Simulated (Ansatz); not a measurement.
Crystal: MnO2.

```
CELL_PARAMETERS angstrom
2.85496 0.00000 0.00000
-1.42748 2.47246 0.00000
0.00000 0.00000 10.22174
ATOMIC_POSITIONS crystal
Mn 0.00000 0.00000 0.50000
Mn 0.00000 0.00000 0.00000
O 0.66667 0.33333 0.40686
O 0.66667 0.33333 0.09314
O 0.33333 0.66667 0.59314
O 0.33333 0.66667 0.90686
```

Measurements of this composition are mostly on another form, of space group No. 136.

```yaml
Program: Ansatz 0.2.0
Task: relaxation of cell and atoms
Functional: LDA
Potentials_or_basis: Ansatz PAW
Cutoff: "420 eV (not typed: the program's choice for these potentials)"
k_mesh: 11 × 11 × 3
Occupations: fermi-dirac, width 0.05 eV
Spin: collinear spin, ferromagnetic start
Starting_moments: "[4.0, 4.0, 0.0, 0.0, 0.0, 0.0] μB"
```

At the start: volume 12.03 Å³/atom.

How do energy, volume and symmetry change on relaxing?

It ends after 12 steps and the volume is 11.04 Å³/atom (-8.2 %); space group P6_3/mmc (No. 194, to 0.05 Å); moment 6.00 μB per cell.

Step by step:
| step | energy change (eV) | largest force (eV/Å) | volume (Å³) |
| --- | --- | --- | --- |
| 1 | 0.0000 | 0.6125 | 72.15 |
| 2 | -0.0803 | 0.3275 | 69.60 |
| 3 | -0.1080 | 0.0015 | 67.77 |
| 4 | -0.1060 | 0.0050 | 68.12 |
| 5 | -0.0874 | 0.0060 | 68.12 |
| 6 | -0.0978 | 0.0053 | 66.78 |
| 7 | -0.0976 | 0.0008 | 66.82 |
| 8 | -0.0904 | 0.0010 | 66.82 |
| 9 | -0.0931 | 0.0012 | 66.45 |
| 10 | -0.0905 | 0.0010 | 66.45 |
| 11 | -0.0919 | 0.0009 | 66.25 |
| 12 | -0.0908 | 0.0009 | 66.25 |

Final structure:
```
Mn O
1.0
     2.81121    0.00000    0.00000
    -1.40560    2.43458    0.00000
     0.00000    0.00000    9.68033
Mn O
2 4
Direct
  0.00000 0.00000 0.50000
  0.00000 0.00000 0.00000
  0.66667 0.33333 0.40283
  0.66667 0.33333 0.09717
  0.33333 0.66667 0.59717
  0.33333 0.66667 0.90283
```

Caveat: the plane-wave basis is chosen anew once the cell has moved, so the energies of steps on either side of that aren't comparable; the pressure holds a Pulay correction of +1.0 GPa for the finite cutoff; only a ferromagnetic start was run, and an antiferromagnetic order may lie lower in energy; the PAW data sets come from PBE, with cores solved anew for the run's functional, which leaves a small shift of forces and pressure.
